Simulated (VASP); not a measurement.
# Pt in VASP: a series of runs, part 2 of 2

VASP 6.6.1.

**5. Single point, PBE**

This run uses another cell than the first one, of 21.27 Å³/atom, 0.723 times its volume.

Input file INCAR:

```
PREC = Accurate ; ENCUT = 400
EDIFF = 1E-7 ; ISMEAR = 1
SIGMA = 0.1 ; LREAL = False
LASPH = True ; NELM = 120
ALGO = Normal ; ISIF = 2
LWAVE = False ; LCHARG = False
GGA = PE ; NBANDS = 56
LVHAR = True ; LVACPOTAV = True
IDIPOL = 3
```

Input file KPOINTS:

```
regular mesh
0
Gamma
  12 9 1
```

Input file POSCAR:

```
Pt
1.0
    2.7688887338      0.0000000000      0.0000000000
    0.0000000000      3.9158000000      0.0000000000
    0.0000000000      0.0000000000     15.6911105682
Pt
8
Direct
    0.5000000000      0.5000000000      0.1911910560
    0.0000000000      0.0000000000      0.2794221829
    0.5000000000      0.5000000000      0.3676533097
    0.0000000000      0.0000000000      0.4558844366
    0.5000000000      0.5000000000      0.5441155634
    0.0000000000      0.0000000000      0.6323466903
    0.5000000000      0.5000000000      0.7205778171
    0.0000000000      0.0000000000      0.8088089440
```

On the command line:

```console
$ cat potpaw_PBE.64/Pt/POTCAR > POTCAR
$ mpirun -np 1 vasp_std > vasp.out
```

Run time: 5.3 min. Hardware: 1 thread of Intel Xeon Platinum 8259CL at 2.50GHz (Skylake/Cascade Lake), shared host; peak memory 0.29 GiB.

The run converged, but some of its settings lie outside the range that counts as converged, so its numbers aren't taken as properties of the slab.

Results:

```yaml
Free_energy: -46.0236 eV
Largest_force: 1.122 eV/Å
Band_gap_on_the_k_mesh: none (metal or under the smearing width)
```

**6. Single point, PBE**

Input file INCAR:

```
PREC = Accurate ; ENCUT = 300
EDIFF = 1E-7 ; ISMEAR = 1
SIGMA = 0.1 ; LREAL = False
LASPH = True ; NELM = 120
ALGO = Normal ; ISIF = 2
LWAVE = False ; LCHARG = False
LDIPOL = True ; IDIPOL = 3
DIPOL = 0.5 0.5 0.500 ; GGA = PE
NBANDS = 56 ; LVHAR = True
LVACPOTAV = True
```

KPOINTS is that of step 5.

Input file POSCAR:

```
Pt
1.0
    2.7688887338      0.0000000000      0.0000000000
    0.0000000000      3.9158000000      0.0000000000
    0.0000000000      0.0000000000     21.6911105682
Pt
8
Direct
    0.5000000000      0.5000000000      0.2766110099
    0.0000000000      0.0000000000      0.3404364356
    0.5000000000      0.5000000000      0.4042618614
    0.0000000000      0.0000000000      0.4680872871
    0.5000000000      0.5000000000      0.5319127129
    0.0000000000      0.0000000000      0.5957381386
    0.5000000000      0.5000000000      0.6595635644
    0.0000000000      0.0000000000      0.7233889901
```

Potentials or basis: VASP PAW PBE potentials, release 64 (Pt).

On the command line:

```console
$ cat potpaw_PBE.64/Pt/POTCAR > POTCAR
$ mpirun -np 1 vasp_std > vasp.out
```

OUTCAR:

```text
PREC = Accurate
   ENCUT = 300
   EDIFF = 1E-7
   ISMEAR = 1
   LREAL = False
   LASPH = True
   NELM = 120
   ISIF = 2
   GGA = PE

 Found     35 irreducible k-points:

 Following reciprocal coordinates:
            Coordinates               Weight
  0.000000  0.000000  0.000000      1.000000
  0.083333  0.000000  0.000000      2.000000
  0.166667  0.000000  0.000000      2.000000
  0.250000  0.000000  0.000000      2.000000
  0.333333  0.000000  0.000000      2.000000
  0.416667  0.000000  0.000000      2.000000
   k-points           NKPTS =     35   k-points in BZ     NKDIM =     35   number of bands    NBANDS=     56
[... 418 lines left out ...]
  external PRESSURE =       8.4732787 kB  Pullay stress =       0.0000000 kB

 VOLUME and BASIS-vectors are now :
 -----------------------------------------------------------------------------
  energy-cutoff  :      300.00
  volume of cell :      235.18
      direct lattice vectors                 reciprocal lattice vectors
     2.768888734  0.000000000  0.000000000     0.361155718  0.000000000  0.000000000
     0.000000000  3.915800000  0.000000000     0.000000000  0.255375658  0.000000000
     0.000000000  0.000000000 21.691110568     0.000000000  0.000000000  0.046101835

 POSITION                                       TOTAL-FORCE (eV/Angst)
 -----------------------------------------------------------------------------------
      1.38444      1.95790      6.00000         0.000000      0.000000      0.411760
      0.00000      0.00000      7.38444         0.000000      0.000000     -1.124040
      1.38444      1.95790      8.76889         0.000000      0.000000     -0.075257
      0.00000      0.00000     10.15333         0.000000      0.000000      0.124369
      1.38444      1.95790     11.53778         0.000000      0.000000     -0.124369
      0.00000      0.00000     12.92222         0.000000      0.000000      0.075257
      1.38444      1.95790     14.30667         0.000000      0.000000      1.124040
      0.00000      0.00000     15.69111         0.000000      0.000000     -0.411760
 -----------------------------------------------------------------------------------
    total drift:                                0.000000      0.000000      0.000000

  FREE ENERGIE OF THE ION-ELECTRON SYSTEM (eV)
  ---------------------------------------------------
  free  energy   TOTEN  =       -46.0717765675 eV

  energy  without entropy=      -46.0668195125  energy(sigma->0) =      -46.07012422

 vacuum level on the upper side and lower side of the slab         8.470         8.470
```

stdout:

```text
POSCAR found type information on POSCAR Pt
 POSCAR found :  1 types and       8 ions
 scaLAPACK will be used
 LDA part: xc-table for (Slater+PW92), standard interpolation
 POSCAR, INCAR and KPOINTS ok, starting setup
 FFT: planning ... GRIDC
 FFT: planning ... GRID_SOFT
 FFT: planning ... GRID
 WAVECAR not read
 entering main loop
 -----------------------------------------------------------------------------
|                                                                             |
|           W    W    AA    RRRRR   N    N  II  N    N   GGGG   !!!           |
|           W    W   A  A   R    R  NN   N  II  NN   N  G    G  !!!           |
|           W    W  A    A  R    R  N N  N  II  N N  N  G       !!!           |
|           W WW W  AAAAAA  RRRRR   N  N N  II  N  N N  G  GGG   !            |
|           WW  WW  A    A  R   R   N   NN  II  N   NN  G    G                |
|           W    W  A    A  R    R  N    N  II  N    N   GGGG   !!!           |
|                                                                             |
|     Did not find any points to average over, which means that no vacuum     |
|     field-free region was found. Please increase the size of  your cell     |
|     in the dimension of the dipole correction to obtain accurate            |
|     workfunction values.                                                    |
|                                                                             |
 -----------------------------------------------------------------------------
```

It took 4.9 min on 1 thread of Intel Xeon Platinum 8259CL at 2.50GHz (Skylake/Cascade Lake), shared host; peak memory 0.28 GiB.

The run converged, but some of its settings lie outside the range that counts as converged, so its numbers aren't taken as properties of the slab.

Results:

| Property | Result |
| --- | --- |
| Free energy | -46.0718 eV |
| Largest force | 1.124 eV/Å |
| Band gap on the k mesh | none (metal or under the smearing width) |
| Work function of the upper face | 5.35 eV |
| Work function of the lower face | 5.35 eV |
